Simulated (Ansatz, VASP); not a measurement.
Two plane-wave programs on Mg

```
Mg
1.0
     3.20927    0.00000    0.00000
    -1.60464    2.77931    0.00000
     0.00000    0.00000    5.21033
Mg
2
Direct
  0.33333 0.66667 0.25000
  0.66667 0.33333 0.75000
```

Alike in both runs: task electric field gradients; functional PBEsol; k mesh 12 × 12 × 7; occupations fermi-dirac, width 0.05 eV; no spin polarisation.

|  | VASP | Ansatz |
| --- | --- | --- |
| version | VASP 6.6.1 | Ansatz 0.2.0 |
| potentials or method | VASP PAW PBE potentials, release 64 (Mg) | PAW with Ansatz's default frozen-core files, scalar-relativistic |
| plane-wave cutoff (eV) | 520 | 420 |
| valence electrons in the cell | 4 | 20 |

Ansatz gave:

```
pressure (GPa)                                                 : -1.1
largest component of the traceless stress (GPa)                : 0.57
Vzz of the field gradient on the site that differs most (V/Å²) : 1.2
```

**Question.** Estimate VASP's values.

**Answer.** Pressure (GPa): -1.2; largest component of the traceless stress (GPa): 0.57; Vzz of the field gradient on the site that differs most (V/Å²): 1.1.

The two sets of potentials don't hold the same shells in valence.

Caveats: the PAW data sets were made with another functional, which shifts forces and pressure a little (VASP).
